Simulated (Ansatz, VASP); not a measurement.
Cu: VASP beside Ansatz

```xyz
1
Lattice="-1.3996 1.3996 1.3590 1.3996 -1.3996 1.3590 1.3996 1.3996 -1.3590" Properties=species:S:1:pos:R:3 pbc="T T T"
Cu    0.0000    0.0000    0.0000
```

Alike in both runs: task single point; functional PBE; k mesh 22 × 22 × 22; occupations gaussian, width 0.15 eV; no spin polarisation.

|  | VASP | Ansatz |
| --- | --- | --- |
| version | VASP 6.6.1 | Ansatz 0.2.0 |
| potentials or method | VASP PAW PBE potentials, release 64 (Cu) | scalar-relativistic, plane waves, PAW |
| plane-wave cutoff (eV) | 520 | 520 |
| valence electrons in the cell | 11 | 19 |

VASP gave:

- gap on the k mesh at the Fermi level (eV): none
- pressure (GPa): 23.0
- largest component of the traceless stress (GPa): 0.13

**Question.** What did Ansatz give for the same quantities?

**Answer.** gap on the k mesh at the Fermi level (eV): none; pressure (GPa): 22.3; largest component of the traceless stress (GPa): 0.12.

A gap of «none» marks a metal or a gap that the smearing closes. With one functional, cell and mesh, what is left measures potentials, basis and numerics. The two sets of potentials don't hold the same shells in valence.

Caveats: so large a pressure means that the cell lies far from this level's equilibrium, or that cutoff or potentials fall short (VASP).
